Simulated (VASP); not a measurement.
KCl, 2 atoms in the cell. Symmetry: Pm-3m, No. 221, cubic system. Conventional cell: a = 3.634 Å, b = 3.634 Å, c = 3.634 Å, α = 90.00°, β = 90.00°, γ = 90.00°. K (site symmetry m-3m) is surrounded by 8 Cl at 3.15 Å. Cl (site symmetry m-3m) is surrounded by 8 K at 3.15 Å. Measurements of this composition are mostly on another form, of space group No. 225.

- Program: VASP 6.6.1
- Task: single point
- Functional: LDA
- Potentials or basis: VASP PAW LDA potentials, release 64 (K_sv, Cl)
- Cutoff: 450 eV
- k mesh: 6 × 6 × 6
- Occupations: gaussian, width 0.02 eV
- Spin: no spin polarisation
- Further INCAR settings: ALGO = Normal; EDIFF = 1e-07; NBANDS = 15

Potentials or basis: VASP PAW LDA potentials, release 64 (K_sv, Cl).

Launch:

```bash
$ cat potpaw_LDA.64/K_sv/POTCAR potpaw_LDA.64/Cl/POTCAR > POTCAR
$ mpirun -np 1 vasp_std > vasp.out
```

Hardware: 1 thread of Intel(R) Xeon(R) Platinum 8488C (Sapphire Rapids), with other jobs on the host.

Question: Estimate the wall time of this run.

Answer: Run time: 6.7 s on 1 thread of Intel(R) Xeon(R) Platinum 8488C (Sapphire Rapids), with other jobs on the host, peak memory 0.13 GiB. Counts: scf iterations 13, k points 20.
